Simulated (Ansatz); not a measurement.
# Ga: energy and pressure over a range of volumes

Aim: scale the cell of Ga up and down at fixed shape and fractional positions, and get the equilibrium volume and bulk modulus with LAPW, PAW and all-electron datasets made for the crystal.

Computed with Ansatz 0.2.0 (DFT PBE, scalar-relativistic, unless a step's input says otherwise).

## (1) The starting structure

It takes space group I4/mmm (No. 139, tetragonal). The conventional cell has a = 2.808 Å, b = 2.808 Å, c = 4.458 Å, α = 90.00°, β = 90.00°, γ = 90.00°. Ga (site symmetry 4/mmm) is surrounded by 12 Ga at 2.81 to 2.99 Å.

As a file:

```cif
data_structure
_symmetry_space_group_name_H-M 'I4/mmm'
_symmetry_Int_Tables_number 139
_cell_length_a 2.8080
_cell_length_b 2.8080
_cell_length_c 4.4580
_cell_angle_alpha 90.000
_cell_angle_beta 90.000
_cell_angle_gamma 90.000
_cell_volume 35.15
loop_
_atom_site_label
_atom_site_type_symbol
_atom_site_symmetry_multiplicity
_atom_site_Wyckoff_symbol
_atom_site_fract_x
_atom_site_fract_y
_atom_site_fract_z
_atom_site_occupancy
Ga1 Ga 2 a 0.00000 0.00000 0.00000 1
```

The file gives the conventional cell by its symmetry; the runs use the cell typed in the input.

The structure is an experimental refinement, used without relaxation.

## (2) Volume × 0.95, LAPW

The input, input.yaml:

```yaml
crystal:
  lattice:
    - [-1.3801987918, 1.3801987918, 2.1912130391]
    - [1.3801987918, -1.3801987918, 2.1912130391]
    - [1.3801987918, 1.3801987918, -2.1912130391]
  atoms:
    - { symbol: Ga, position: [0.0, 0.0, 0.0] }
kpoints:
  mp_grid: { grid: [14, 14, 16] }
scf:
  occupations: { method: fermi_dirac, width: 0.05 }
hamiltonian:
  xc: pbe
  pseudopotentials: { kind: all_electron, lapw: { basis_error: 0.00025 } }
output:
  forces: true
  stress: true
  eigenvalues: true
```

On the command line:

```
> ansatz run input.yaml --threads 1 --pin off --max-ram 3072MiB --backend cpu --events-out ev --progress --plain --runs-dir out
```

## (3) Volume × 0.95, PAW

Edit input.yaml of step 2 so:

```diff
@@ -13,3 +13,3 @@
   xc: pbe
-  pseudopotentials: { kind: all_electron, lapw: { basis_error: 0.00025 } }
+  pseudopotentials: { kind: paw }
 output:
@@ -18 +18,2 @@
   eigenvalues: true
+  efg: { contact_densities: true }
```

## (4) Volume × 0.95, crystal datasets

Edit input.yaml of step 3 so:

```diff
@@ -13,3 +13,3 @@
   xc: pbe
-  pseudopotentials: { kind: paw }
+  pseudopotentials: { kind: all_electron, datasets: crystal }
 output:
```

## (5) Volume × 0.975, LAPW

The input, input.yaml:

```yaml
crystal:
  lattice:
    - [-1.3922011228, 1.3922011228, 2.210268022]
    - [1.3922011228, -1.3922011228, 2.210268022]
    - [1.3922011228, 1.3922011228, -2.210268022]
  atoms:
    - { symbol: Ga, position: [0.0, 0.0, 0.0] }
kpoints:
  mp_grid: { grid: [14, 14, 16] }
scf:
  occupations: { method: fermi_dirac, width: 0.05 }
hamiltonian:
  xc: pbe
  pseudopotentials: { kind: all_electron, lapw: { basis_error: 0.00025 } }
output:
  forces: true
  stress: true
  eigenvalues: true
```

## (6) Volume × 0.975, PAW

Edit input.yaml of step 5 so:

```diff
@@ -13,3 +13,3 @@
   xc: pbe
-  pseudopotentials: { kind: all_electron, lapw: { basis_error: 0.00025 } }
+  pseudopotentials: { kind: paw }
 output:
@@ -18 +18,6 @@
   eigenvalues: true
+  efg: { contact_densities: true }
+  write_density: true
+  write_potential: true
+  elf: true
+  volumetric_format: npy
```

## (7) Volume × 1.025, LAPW

The input, input.yaml:

```yaml
crystal:
  lattice:
    - [-1.415603832, 1.415603832, 2.247422323]
    - [1.415603832, -1.415603832, 2.247422323]
    - [1.415603832, 1.415603832, -2.247422323]
  atoms:
    - { symbol: Ga, position: [0.0, 0.0, 0.0] }
kpoints:
  mp_grid: { grid: [14, 14, 16] }
scf:
  occupations: { method: fermi_dirac, width: 0.05 }
hamiltonian:
  xc: pbe
  pseudopotentials: { kind: all_electron, lapw: { basis_error: 0.00025 } }
output:
  forces: true
  stress: true
  eigenvalues: true
```

## (8) Volume × 1.025, PAW

Edit input.yaml of step 7 so:

```diff
@@ -13,3 +13,3 @@
   xc: pbe
-  pseudopotentials: { kind: all_electron, lapw: { basis_error: 0.00025 } }
+  pseudopotentials: { kind: paw }
 output:
@@ -18 +18,2 @@
   eigenvalues: true
+  efg: { contact_densities: true }
```

## (9) Volume × 1.05, LAPW

The input, input.yaml:

```yaml
crystal:
  lattice:
    - [-1.427020485, 1.427020485, 2.2655474793]
    - [1.427020485, -1.427020485, 2.2655474793]
    - [1.427020485, 1.427020485, -2.2655474793]
  atoms:
    - { symbol: Ga, position: [0.0, 0.0, 0.0] }
kpoints:
  mp_grid: { grid: [14, 14, 16] }
scf:
  occupations: { method: fermi_dirac, width: 0.05 }
hamiltonian:
  xc: pbe
  pseudopotentials: { kind: all_electron, lapw: { basis_error: 0.00025 } }
output:
  forces: true
  stress: true
  eigenvalues: true
```

## (10) Volume × 1.05, PAW

Edit input.yaml of step 9 so:

```diff
@@ -13,3 +13,3 @@
   xc: pbe
-  pseudopotentials: { kind: all_electron, lapw: { basis_error: 0.00025 } }
+  pseudopotentials: { kind: paw }
 output:
@@ -18 +18,6 @@
   eigenvalues: true
+  efg: { contact_densities: true }
+  write_density: true
+  write_potential: true
+  elf: true
+  volumetric_format: npy
```

## (11) Volume × 1.05, crystal datasets

Edit input.yaml of step 10 so:

```diff
@@ -13,3 +13,3 @@
   xc: pbe
-  pseudopotentials: { kind: paw }
+  pseudopotentials: { kind: all_electron, datasets: crystal }
 output:
@@ -19,5 +19 @@
   efg: { contact_densities: true }
-  write_density: true
-  write_potential: true
-  elf: true
-  volumetric_format: npy
```

(Steps that only read results are left out.)

What does the calculation give?

**Answer**, as computed:

| quantity | value |
| --- | --- |
| pressure at 16.70 Å³/atom (LAPW) | 8.32 GPa |
| pressure at 18.45 Å³/atom (LAPW) | 1.27 GPa |

What this shows: Over this range the mean stiffness −dP/dlnV is 71 GPa by LAPW; the pressure keeps one sign, so equilibrium lies outside the range. No thermal or zero-point expansion is included. The k mesh doesn't keep the crystal's whole symmetry, which leaves small spurious terms.
